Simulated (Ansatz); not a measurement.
Input of an Ansatz 0.2.0 run:

File input.yaml:

```yaml
crystal:
  lattice:
    - [0.0, 3.0, 3.0]
    - [3.0, 0.0, 3.0]
    - [3.0, 3.0, 0.0]
  atoms:
    - { symbol: Au, position: [0.0, 0.0, 0.0] }
    - { symbol: Al, position: [0.75, 0.75, 0.75] }
    - { symbol: Al, position: [0.25, 0.25, 0.25] }
hamiltonian:
  xc: pbesol
  pseudopotentials: { kind: paw_fr }
magnetization:
  noncollinear: true
  spin_orbit: true
kpoints:
  mp_grid: { grid: [8, 8, 8] }
  band_path:
    path:
      - [[0.0, 0.0, 0.0], [0.5, 0.0, 0.5], [0.5, 0.25, 0.75], [0.375, 0.375, 0.75], [0.0, 0.0, 0.0], [0.5, 0.5, 0.5], [0.625, 0.25, 0.625], [0.5, 0.25, 0.75], [0.5, 0.5, 0.5], [0.375, 0.375, 0.75]]
      - [[0.625, 0.25, 0.625], [0.5, 0.0, 0.5]]
    npoints: 14
scf:
  occupations: { method: fermi_dirac, width: 0.05 }
  n_extra_bands: 7
output:
  forces: true
  stress: true
  eigenvalues: true
  fatbands: true
```

Potentials or basis: Ansatz PAW.

The run is started by

```console
$ ansatz run input.yaml --threads 2 --pin off --max-ram 5632MiB --backend cpu --events-out ev --progress --plain --runs-dir out
```

(1) What does it give for the band gap on the k mesh?

(2) What does it give for the pressure?

Answers

(1) none (metal or under the smearing width).

(2) -0.7 GPa.

Caveat: the PAW data sets come from PBE, with cores solved anew for the run's functional, which leaves a small shift of forces and pressure.
